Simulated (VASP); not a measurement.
# NaCl: Na into a neighbouring Na vacancy, part 5 of 5

How hard is this move in NaCl: Na into a neighbouring Na vacancy? Both ends are relaxed first, then a band of images between them. The start is a computed cell from the Materials Project.

VASP 6.6.1; PBEsol; plane waves and PAW (Cl, Na).

So far. Step 3 (Relax the start): The run ended after 7 ionic steps, 0.261 eV below its first step, once the forces on the free atoms met EDIFFG = -0.05. Step 4 (Relax the end): The run ended after 8 ionic steps, 0.307 eV below its first step, once the forces on the free atoms met EDIFFG = -0.05.

**5. Nudged elastic band (continued)**

Parts of OUTCAR (step 5):

```text
NELECT = 216

 ion  position               nearest neighbor table
   1  0.168  0.168  0.167-  39 2.75  31 2.76  37 2.76  30 2.77  36 2.78  28 3.00
   2  0.167  0.167  0.499-  40 2.78  31 2.78  37 2.78  32 2.78  38 2.79  29 2.79
   3  0.171  0.170  0.829-  41 2.70  32 2.74  38 2.74  36 2.74  30 2.75
   4  0.166  0.499  0.168-  39 2.77  40 2.77  31 2.79  33 2.79  42 2.79  34 2.80
   5  0.165  0.500  0.501-  35 2.78  40 2.78  41 2.79  43 2.79  34 2.81  32 2.82
   6  0.165  0.500  0.835-  41 2.78  39 2.78  35 2.79  44 2.80  33 2.80  30 2.82
   7  0.172  0.827  0.170-  28 2.23  43 2.68  42 2.71  34 2.73  36 2.73
   8  0.167  0.833  0.501-  35 2.76  37 2.76  44 2.76  43 2.77  29 2.80
   9  0.171  0.828  0.829-  44 2.71  42 2.74  38 2.74  33 2.74  29 2.76
  10  0.498  0.167  0.168-  40 2.77  39 2.78  37 2.79  45 2.79  48 2.79  46 2.80
  11  0.498  0.167  0.501-  40 2.77  47 2.78  41 2.79  49 2.79  38 2.81  46 2.82
  12  0.499  0.166  0.835-  39 2.78  47 2.79  50 2.79  41 2.79  45 2.82  36 2.82
  13  0.500  0.500  0.166-  40 2.77  51 2.78  49 2.80  43 2.80  48 2.81  42 2.82
  14  0.499  0.500  0.500-  44 2.78  52 2.79  41 2.79  50 2.79  43 2.80  49 2.80
  15  0.499  0.500  0.835-  53 2.78  39 2.78  44 2.79  50 2.79  42 2.81  48 2.82
  16  0.500  0.834  0.166-  51 2.78  37 2.78  52 2.79  43 2.80  45 2.81  36 2.81
  17  0.500  0.834  0.500-  53 2.78  37 2.78  52 2.79  44 2.79  38 2.81  46 2.82
  18  0.501  0.833  0.833-  51 2.78  38 2.78  53 2.78  47 2.79  42 2.79  36 2.80
  19  0.826  0.172  0.170-  28 2.23  49 2.69  48 2.71  46 2.72  30 2.73
  20  0.832  0.167  0.502-  50 2.76  47 2.76  31 2.77  49 2.78  29 2.80
  21  0.829  0.171  0.830-  50 2.70  32 2.73  45 2.74  48 2.74  29 2.76
  22  0.834  0.500  0.165-  51 2.77  31 2.78  52 2.78  49 2.79  33 2.81  30 2.82
  23  0.834  0.499  0.500-  53 2.78  31 2.78  52 2.79  50 2.79  32 2.82  34 2.83
  24  0.833  0.501  0.833-  53 2.77  51 2.78  35 2.79  32 2.79  48 2.79  30 2.80
  25  0.829  0.829  0.171-  52 2.70  45 2.74  33 2.74  34 2.74  46 2.75
[...]
53  0.667  0.665  0.667-  26 2.75  24 2.77  23 2.78  15 2.78  17 2.78  18 2.78  50 3.93  52 3.93
                            44 3.93  51 3.94  35 3.94  47 3.95  48 3.95  34 3.96  32 3.96  38 3.96

  tangential force (eV/A)        -0.480045
  left and right image   1.085979  1.086388 A

  tangential force (eV/A)        -0.478654
  left and right image   1.088577  1.089133 A

 E-fermi :   0.0088

 k-point     1 :       0.0000    0.0000    0.0000
  band No.  band energies     occupation
    ...
    104      -0.3432      2.00000
    105      -0.3200      2.00000
    106      -0.3074      2.00000
    107      -0.2846      2.00000
    108      -0.2633      2.00000
    109       4.6900      0.00000
    110       6.5103      0.00000
    111       6.5289      0.00000
    112       6.5534      0.00000
    113       6.5565      0.00000
    ...

 POSITION                                       TOTAL-FORCE (eV/Angst)
 -----------------------------------------------------------------------------------
      2.70777      2.70511      2.67042         0.013559      0.012943      0.021663
      5.54568      5.54384      2.78375        -0.007064     -0.007340     -0.009238
      8.37082      8.36742      2.82556        -0.013627     -0.013359      0.014618
      5.49368      2.78505      5.49718         0.008429     -0.003745      0.017322
      8.33679      5.57755      5.52316        -0.011453     -0.014733      0.011446
     11.13182      8.32577      5.55035         0.004685     -0.023422     -0.022566
      8.06013      2.98368      8.33515         0.075066     -0.060734     -0.001760
     11.08929      5.56637      8.33201        -0.008458     -0.044173      0.000931
     13.79085      8.32741      8.33659         0.001689     -0.002499      0.000426
      2.78875      5.48855      5.49733        -0.004185      0.009747      0.016761
      5.57898      8.33512      5.52082        -0.013352     -0.012520      0.015138
      8.33208     11.12802      5.55349        -0.024469      0.003743     -0.024288
      5.54514      5.54400      8.33382        -0.008518     -0.008191      0.001142
      8.35907      8.35806      8.33335        -0.028493     -0.030303     -0.000157
     11.06792     11.06414      8.33683         0.021892      0.022984      0.001086
      8.33258      5.57685     11.14872        -0.009334     -0.014534     -0.014262
     11.13121      8.32668     11.11448         0.004656     -0.026232      0.023903
     13.83520     11.12260     11.16883         0.006319     -0.005005     -0.016165
      2.98357      8.05876      8.33424        -0.058903      0.073047     -0.001328
      5.56901     11.08635      8.33416        -0.043005     -0.008414     -0.000414
      8.32875     13.78521      8.33997        -0.002319      0.004577     -0.001665
      5.57824      8.33116     11.14878        -0.012921     -0.011896     -0.015472
      8.33149     11.12623     11.11905        -0.024110      0.004202      0.019770
     11.12459     13.82957     11.16649        -0.003402      0.008992     -0.012268
[...]
-----------------------------------------------------------------------------------
    total drift:                                0.031619      0.016402     -0.009873

  FREE ENERGIE OF THE ION-ELECTRON SYSTEM (eV)
  ---------------------------------------------------
  free  energy   TOTEN  =      -183.3119303933 eV

  energy  without entropy=     -183.3119303933  energy(sigma->0) =     -183.31193039

  tangential force (eV/A)        -0.467197
  left and right image   1.098231  1.098196 A

[... 6 parts as in an earlier step ...]

[... 2 further parts left out ...]
```

The path, image by image:

```tsv
image	path (A)	energy (eV)	Na28: x, y, z (Å)
0	0.000	0.0000	2.728, 11.055, 8.329
1	1.098	0.3211	2.112, 10.452, 8.333
2	2.196	0.6901	1.387, 9.725, 8.330
3	3.295	0.3143	0.662, 8.998, 8.335
4	4.394	0.0016	0.057, 8.396, 8.333
```

Numbers from this step:

```
electronic cycles                        : 203
path length                              : 4.394 Å
barrier                                  : 0.6901 eV
barrier in the reverse direction         : 0.6885 eV
barrier from a spline through the images : 0.6901 eV
reaction energy                          : 0.001631 eV
```

What the program prints for this run, and its count of cycles, belong to image 1; the force that counts for the threshold is the band's, across the path.

**6. Outcome**

| Quantity | Value |
| --- | --- |
| hop | Na into a neighbouring Na vacancy |
| barrier | 0.690 eV |
| barrier in the reverse direction | 0.688 eV |
| barrier from a spline through the images | 0.690 eV |
| reaction energy | 0.00163 eV |
| path length | 4.39 Å |

**Reading.** The barrier is 0.69 eV forwards and 0.69 eV backwards. With an attempt frequency of 10¹³ per second, taken as a typical value, this barrier gives about 10^1 hops a second at 300 K. Both ends are alike and an image sits at the midpoint, which is the saddle if the path is symmetric. The band met its force threshold after 16 steps. Cell and mesh are small and were not tested. The band started on a straight line, so other routes may lie lower.

[Lines on the potential files, build, host, timing and source positions are cut from VASP's logs without a mark.]

[Logs are printed without paths, hosts, clocks, repeated set-up lines and the standing remarks that a program may print on its own settings, such as how far it seeks lower states.]

[Hosts, paths, dates, database ids (printed as entryN), source tags and the programs' standing remarks are cut or masked in the printed files.]

[Runs that stopped without an error message from VASP are left out.]
